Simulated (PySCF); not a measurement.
**Electric properties by functional and basis**

Ethoxy ethane, C4H10O.
SMILES: `CCOCC`

PySCF, dipoles from the SCF density, polarisabilities from static response with core orbitals frozen. One conformer (not necessarily the lowest) at the PBE0-D3(BJ)/def2-SVP geometry, without solvent, vibrations or thermal averaging.

Reference polarisability: 8.730 Å³ (measured, gas; NIST CCCBDB Release 22 (SRD 101), experimental polarizabilities). The anisotropy is √(½[(α1 − α2)² + (α2 − α3)² + (α3 − α1)²]).

```csv
level,μ (D),α (Å³),error (%),anisotropy (Å³)
BHandHLYP/def2-SVPD,1.164,8.34,-4.5,2.08
CAM-B3LYP/def2-SVPD,1.136,8.55,-2.0,2.14
wB97X-D/def2-SVPD,1.102,8.53,-2.3,2.13
LC-wPBE/def2-SVPD,1.160,8.31,-4.8,2.04
PBE0/6-31G*,0.982,7.17,-17.8,1.88
PBE0/6-31+G*,1.147,7.89,-9.6,1.84
PBE0/def2-SVP,1.033,7.43,-14.9,1.94
PBE0/aug-cc-pVDZ,1.011,8.83,+1.1,2.37
PBE0/def2-TZVP,0.983,8.38,-4.0,2.18
PBE0/def2-TZVPD,1.010,8.80,+0.8,2.35
```

For the polarisability, the smallest error is 0.8% (PBE0/def2-TZVPD) and the largest 17.8% (PBE0/6-31G*). The dipole runs from 0.98 D (PBE0/6-31G*) to 1.16 D (BHandHLYP/def2-SVPD). In one basis (def2-SVPD) the functionals order the polarisability from LC-wPBE (lowest) to CAM-B3LYP (highest), a spread of 3%. With PBE0 the polarisability is 7.66 Å³ without diffuse functions (mean of 6-31G*, def2-SVP and def2-TZVP) and 8.51 Å³ with them (mean of 6-31+G*, aug-cc-pVDZ and def2-TZVPD). Measured values can belong to vibrating molecules and may average over conformers; the computed ones are for one fixed geometry.
